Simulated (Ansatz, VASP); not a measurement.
## Be: VASP beside Ansatz

Contents of INCAR:

```
SYSTEM = Be
PREC = Accurate
ENCUT = 520
EDIFF = 1E-6
ISMEAR = 1
SIGMA = 0.6
LREAL = .False.
LASPH = .True.
NELM = 80
ALGO = Normal
ISIF = 2
LWAVE = .False.
LCHARG = .False.
NBANDS = 9
```

Contents of KPOINTS:

```
regular mesh
0
Gamma
  16 16 9
  0 0 0
```

POSCAR

```
Be
1.0
    2.2295160349      0.0000000000      0.0000000000
   -1.1147580175      1.9308175243      0.0000000000
    0.0000000000      0.0000000000      3.5083258361
Be
2
Direct
    0.3333333333      0.6666666667      0.2500000000
    0.6666666667      0.3333333333      0.7500000000
```

Input for Ansatz:

```yaml
crystal:
  lattice:
    - [2.2295160349, 0.0, 0.0]
    - [-1.1147580175, 1.9308175243, 0.0]
    - [0.0, 0.0, 3.5083258361]
  atoms:
    - { symbol: Be, position: [0.3333333333, 0.6666666667, 0.25] }
    - { symbol: Be, position: [0.6666666667, 0.3333333333, 0.75] }
hamiltonian:
  xc: lda
  pseudopotentials:
    kind: paw
    azcp:
      Be: "pseudopotentials/Be.paw.azcp"
basis:
  ecutwfc: 420
  fft_grid_basis: typed
kpoints:
  mp_grid: { grid: [16, 16, 9], shift: [0, 0, 0] }
magnetization:
  spin_polarized: false
scf:
  occupations: { method: methfessel_paxton, width: 0.6 }
  lower_state_search: "off"
output:
  stress: true
  write_density: true
  write_potential: true
  elf: true
  volumetric_format: npy
```

Alike in both runs: task single point; functional LDA; k mesh 16 × 16 × 9; occupations methfessel-paxton of order 1, width 0.6 eV; no spin polarisation.

```csv
,VASP,Ansatz
version,VASP 6.6.1,Ansatz 0.2.0
potentials or method,"VASP PAW LDA potentials, release 64 (Be)","plane waves (420 eV) with PAW, scalar-relativistic"
plane-wave cutoff (eV),520,420
valence electrons in the cell,4,4
```

```tsv
	VASP	Ansatz	Ansatz less VASP
pressure (GPa)	0.4	-0.1	-0.45
largest component of the traceless stress (GPa)	0.06	0.06	-0.005
```

Ansatz warned: «pseudo_functional_mismatch».
